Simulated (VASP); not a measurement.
Input of a VASP 6.6.1 run:

Contents of INCAR:

```
SYSTEM = Al
ALGO = Normal
EDIFF = 1E-6
ENCUT = 520
GGA = PE
ISIF = 2
ISMEAR = -1
LASPH = .True.
LCHARG = .True.
LELF = .True.
LREAL = Auto
LVHAR = .True.
LWAVE = .False.
NBANDS = 44
NELM = 60
PREC = Accurate
SIGMA = 0.1
```

Contents of KPOINTS:

```
k-points
0
Gamma
  2 2 1
  0 0 0
```

The input POSCAR:

```
Al
1.0
    5.7275650000      0.0000000000      0.0000000000
    4.2956740000      7.4403250000      0.0000000000
    0.0000000000      0.0000000000     15.6765370000
Al
19
Direct
    0.1666684695      0.1111107378      0.0637895984
    0.6666715249      0.1111107378      0.0637895984
    0.1666708227      0.4444429511      0.0637895984
    0.6666738781      0.4444429511      0.0637895984
    0.1666731759      0.7777751644      0.0637895984
    0.6666762313      0.7777751644      0.0637895984
   -0.0618827465      0.2404599261      0.2201315252
    0.4145399086      0.2067651615      0.2343502267
   -0.1584915078      0.5920305901      0.2008989613
    0.3861789955      0.5215094771      0.2196275874
   -0.1113657650      0.8883482912      0.1974032913
    0.3718425330      0.9031057111      0.2274673290
    0.1027323822     -0.0685588331      0.3820486629
    0.6103864978     -0.0427938296      0.3748595752
    0.1288976362      0.2818022062      0.3821507263
    0.6511320004      0.2622869297      0.3882107381
    0.1046838831      0.6076616277      0.3549572205
    0.5725979650      0.5893156549      0.3695012489
    0.8640543527      0.7185304405      0.5078672669
```

Potentials or basis: VASP PAW PBE potentials, release 64 (Al).

Command:

```console
$ cat potpaw_PBE.64/Al/POTCAR > POTCAR
$ mpirun -np 1 vasp_std > vasp.out
```

**Question.** Predict the largest force.

**Answer.** 1.558 eV/Å.

**Question.** Estimate the band gap on the k mesh.

**Answer.** None (metal or under the smearing width).

Forces on the atoms (eV/Å):
```
Al   0.048 -0.032 -0.111
Al   0.044  0.133 -0.153
Al   0.010 -0.069 -0.223
Al   0.162 -0.062 -0.035
Al   0.382 -0.336 -0.757
Al   0.036  0.307 -0.784
Al  -1.000  0.177  0.187
Al   0.620 -0.223 -0.276
Al  -0.116 -0.627  1.087
Al   0.517  0.318 -0.599
Al  -0.095  0.377  1.509
Al  -0.225 -0.440 -0.012
Al   0.610  0.039  0.025
Al  -0.629 -0.268  0.078
Al  -0.247 -0.023  0.300
Al  -0.283  0.097 -0.217
Al  -0.760  0.067  0.305
Al   1.103  0.555  0.164
Al  -0.179  0.010 -0.487
```

Caveat: the k mesh is coarse (spacing up to 0.63 Å⁻¹), so the values aren't converged.
